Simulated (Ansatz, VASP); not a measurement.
Two plane-wave programs on Si

Contents of INCAR:

```
SYSTEM = Si
PREC = Accurate
ENCUT = 520
EDIFF = 1E-6
ISMEAR = 0
SIGMA = 0.023
LREAL = .False.
LASPH = .True.
NELM = 60
ALGO = Fast
ISIF = 2
LWAVE = .False.
LCHARG = .False.
GGA = PE
NBANDS = 11
```

File KPOINTS:

```
regular mesh
0
Gamma
  8 8 8
  0 0 0
```

POSCAR

```
Si
1.0
    0.0000000000      2.7218511865      2.7218511865
    2.7218511865      0.0000000000      2.7218511865
    2.7218511865      2.7218511865      0.0000000000
Si
2
Direct
    0.5000000000      0.5000000000      0.5000000000
    0.7500000000      0.7500000000      0.7500000000
```

The input input.yaml:

```yaml
crystal:
  lattice:
    - [0.0, 2.7218511865, 2.7218511865]
    - [2.7218511865, 0.0, 2.7218511865]
    - [2.7218511865, 2.7218511865, 0.0]
  atoms:
    - { symbol: Si, position: [0.5, 0.5, 0.5] }
    - { symbol: Si, position: [0.75, 0.75, 0.75] }
hamiltonian:
  xc: pbe
  pseudopotentials: { kind: paw }
kpoints:
  mp_grid: { grid: [8, 8, 8] }
scf:
  occupations: { method: gaussian, width: 0.023 }
output:
  forces: true
  stress: true
  eigenvalues: true
```

Alike in both runs: task single point; functional PBE; k mesh 8 × 8 × 8; occupations gaussian, width 0.023 eV; no spin polarisation.

|  | VASP | Ansatz |
| --- | --- | --- |
| version | VASP 6.6.1 | Ansatz 0.2.0 |
| potentials or method | VASP PAW PBE potentials, release 64 (Si) | Ansatz PAW |
| plane-wave cutoff (eV) | 520 | 420 |
| valence electrons in the cell | 8 | 8 |

```tsv
	VASP	Ansatz	Ansatz less VASP
gap on the k mesh at the Fermi level (eV)	0.63	0.63	-0.002
least direct gap on the mesh (eV)	2.56	2.56	-0.005
pressure (GPa)	1.3	1.3	+0.09
```

The functional is the same, so the differences come from potentials, cutoffs and numerics.

A k mesh can miss the band edges. PBE gaps usually lie below the measured ones, often by a third to a half.
